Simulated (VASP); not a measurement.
Os, 1 atom in the cell. Symmetry: Fm-3m, No. 225, cubic system. The conventional cell has a = 3.804 Å, b = 3.804 Å, c = 3.804 Å, α = 90.00°, β = 90.00°, γ = 90.00°. Os (site symmetry m-3m) is surrounded by 12 Os at 2.69 Å. This isn't the form of Os at room conditions, which is hcp.

- Program: VASP 6.6.1
- Task: single point
- Functional: LDA
- Potentials or basis: VASP PAW LDA potentials, release 64 (Os)
- Cutoff: 520 eV
- k mesh: 10 × 10 × 10
- Occupations: methfessel-paxton, width 0.15 eV
- Spin: no spin polarisation
- Dipole correction: no
- Further INCAR settings: ALGO = Fast; EDIFF = 1e-07; NBANDS = 10

Potentials or basis: VASP PAW LDA potentials, release 64 (Os).

Command:

```sh
$ cat potpaw_LDA.64/Os/POTCAR > POTCAR
$ mpirun -np 1 vasp_std > vasp.out
```

Hardware: 1 thread of Intel(R) Xeon(R) Platinum 8375C CPU @ 2.90GHz (Ice Lake), with other jobs on the host.

Problem. Estimate the wall time of this run.

Solution. Wall time 7.6 s on 1 thread of Intel(R) Xeon(R) Platinum 8375C CPU @ 2.90GHz (Ice Lake), on a shared host, peak memory 0.12 GiB. Counts: scf iterations 15, k points 47.
